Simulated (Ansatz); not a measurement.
The cell is BaS (CsCl type); cell and atoms were relaxed with r2SCAN. The symmetry is Pm-3m (No. 221, cubic); a = 3.834 Å in the conventional setting, 28.17 Å³ an atom. Ba is surrounded by 8 S at 3.32 Å; S is surrounded by 8 Ba at 3.32 Å.

The questions ask for values computed with Ansatz 0.2.0 on this geometry. Note: simulated data, non-magnetic, for a generated structure that need not be the stable one.

Given (6×6×6 mesh): PBE gives an indirect gap of 1.56 eV, from M to Γ; the least direct gap is 1.64 eV at Γ.

Problem. What does PBE+SOC give for the gap (6×6×6 mesh)?

Solution. PBE+SOC gives an indirect gap of 1.57 eV, from M to Γ; the least direct gap is 1.58 eV at Γ. Least and direct gap differ so little that the kind isn't settled. The gap differs by 0.00 eV from PBE's.

Problem. What does r2SCAN give for the gap (6×6×6 mesh)?

Solution. r2SCAN gives an indirect gap of 1.93 eV, from M to Γ; the least direct gap is 2.00 eV at Γ. The gap differs by +0.36 eV from PBE's.

Problem. Estimate the gap with HSE06+SOC on 4×4×4.

Solution. The HSE06+SOC gap is indirect, 2.46 eV (M to Γ), below the direct gap of 2.48 eV at Γ. Spin-orbit coupling itself accounts for +0.002 eV. The gap differs by +0.89 eV from PBE's.

Problem. What does G0W0@PBE with 417 empty bands, a screening cutoff of 220 eV and a 4×4×4 mesh give?

Solution. 2.67 eV (the shift on the mesh added to PBE's least gap). The quasiparticle gap on this mesh is 2.66 eV (M to Γ), against 1.55 eV from PBE: +1.11 eV. Renormalisation factors Z lie between 0.74 and 0.79. The G0W0 figures hold for the stated bands, cutoff and mesh and aren't extrapolated.

Problem. What are ε∞ and the Born charges with r2SCAN?

Solution. ε∞: 5.54 in all directions. Born charges, averaged over directions: Ba +2.87, S -2.87 e.

Problem. What fraction of exact exchange does the dielectric-dependent hybrid take (1/ε∞ of PBE, averaged over directions)?

Solution. 0.162.

Only the levels marked +SOC include spin-orbit coupling.

The meshes of the hybrids are coarse, so their gaps aren't converged to the digits shown.
